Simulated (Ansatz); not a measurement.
Theory: DFT PBE, scalar-relativistic, plane waves, PAW (Ansatz). All cells share a 420 eV cutoff and Γ-centred k meshes spaced about 0.3 Å⁻¹ or finer (0.25 for metals, 2π included). No spin polarisation.

The zero of energy is the elements' standard structures at the same level; no fitted shifts are applied.

Temperature and zero-point effects are left out. Spin–orbit coupling, which can matter for Hf, is left out. The reference form of C is held partly by dispersion forces, which this level lacks.

The competitors are the elements and 1 reference phase of this chemical system (from databases or known types: HfC), relaxed at the same level; other known phases may be missing.

Q: Suggest a crystal containing Hf and C that lies within 0.1 eV/atom of the hull of database phases or under it, and is metallic.

A: Hf₃C₂, space group C2/m (No. 12), at -0.808 eV/atom against the elements, with no gap on its mesh. Hf on a site of symmetry m has 4 C at 2.28–2.36 Å and 11 Hf at 3.16–3.35 Å; Hf on a site of symmetry 1 has 4 C at 2.25–2.34 Å and 11 Hf at 3.17–3.36 Å; around C on a site of symmetry 2/m lie 6 Hf at 2.29–2.31 Å; C on a site of symmetry 2 is surrounded by 6 Hf at 2.25–2.34 Å; 1 more site not described.

```xyz
10
Lattice="2.8500 -4.9267 0.0000 2.8500 4.9267 0.0000 -1.9189 0.0000 5.3571" Properties=species:S:1:pos:R:3 pbc="T T T"
Hf    1.0086    0.0000    1.3682
Hf    2.7724    0.0000    3.9889
Hf    0.0249    1.5848    3.9414
Hf    3.7561   -1.5848    1.4157
Hf    0.0249   -1.5848    3.9414
Hf    3.7561    1.5848    1.4157
C     2.8500    0.0000    0.0000
C     1.8905    1.6376    2.6786
C     1.8905   -1.6376    2.6786
C    -0.9595    0.0000    2.6786
```

The lowest competing mixture:

| phase | space group | source | share of atoms | ΔE_f (eV/atom) |
| --- | --- | --- | --- | --- |
| Hf | - | element | 0.2000 | -0.0012 |
| HfC | Fm-3m (No. 225) | COD | 0.8000 | -0.918 |

The lowest database cell of Hf (-0.0012) lies slightly below the reference, hence the non-zero entry.

The candidate lies 73 meV/atom below it. The candidate matches no cell in the subsets of the Crystallography Open Database and the Materials Project at hand. So it is stable against the phases compared, though an unlisted phase or errors of the functional could undo that. Phonons aren't part of this comparison. Other answers may fit too; this one was computed.
